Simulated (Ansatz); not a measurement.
## Bi, one cell by several methods

```
Bi
1.0
     3.33628   -3.05540    0.00000
     3.33628    3.05540    0.00000
    -1.15098    0.00000    3.09291
Bi
2
Cartesian
  1.5087 0.0000 0.4608
  4.0129 0.0000 2.6321
```

Atoms are numbered in the order listed.

Conventional cell: a = 6.673 Å, b = 6.111 Å, c = 3.300 Å, α = 90.00°, β = 110.41°, γ = 90.00°. Bi (atom 1) is surrounded by 6 Bi at 3.15 to 3.31 Å.

Structure: COD 8100521, as refined from experiment and not relaxed.

No spin–orbit coupling, which matters for the heavy atoms here.

Levels of theory: DFT, PBE, PAW with Ansatz's default frozen-core files, scalar-relativistic (Ansatz 0.2.0); DFT, PBE, all-electron PAW with datasets made for the crystal, scalar-relativistic (Ansatz 0.2.0); DFT, PBE, all-electron LAPW, scalar-relativistic (Ansatz 0.2.0).

For PAW: a Γ-centred 8×8×11 k mesh, Fermi–Dirac smearing of 0.05 eV, cutoff 420 eV, no spin polarisation. The crystal-made all-electron datasets (AE datasets) take a cutoff of 260 eV at this cell. LAPW targets a basis error of 0.25 meV/atom. The Ansatz runs share mesh, smearing and spin set-up. Plane-wave (PAW) pressures include the program's estimate of the Pulay term.

Stress and pressure are positive in compression.

Spin–orbit coupling is left out, which moves gradients at and beside heavy atoms by some per cent and at worst by a factor of two.

In a metal, gradients converge slowly with the k mesh: the values move by tens of per cent from one mesh to another, at times in sign, so only the comparison on one mesh counts.

Levels count from the Fermi level.

```tsv
quantity	PAW	AE datasets	LAPW
pressure (GPa)	4.07	4.09	4.09
stress xx (GPa)	4.65	4.67	4.67
stress yy (GPa)	3.23	3.25	3.25
stress zz (GPa)	4.35	4.37	4.36
stress xz (GPa)	-0.17	-0.16	-0.16
force on Bi1, x (eV/Å)	-0.051	-0.051	-0.051
highest filled level at D2 (eV)	-0.416	-0.417	-0.416
lowest empty level at D2 (eV)	0.162	0.163	0.163
highest filled level at M2 (eV)	-0.619	-0.620	-0.620
lowest empty level at M2 (eV)	0.868	0.869	0.869
highest filled level at C (eV)	-5.321	-5.321	-5.321
lowest empty level at C (eV)	3.311	3.311	3.310
field gradient Vzz at Bi1 (10²¹ V/m²)	-12.41	-12.45	–
```

PAW's pressure differs from the LAPW value by -0.02 GPa.
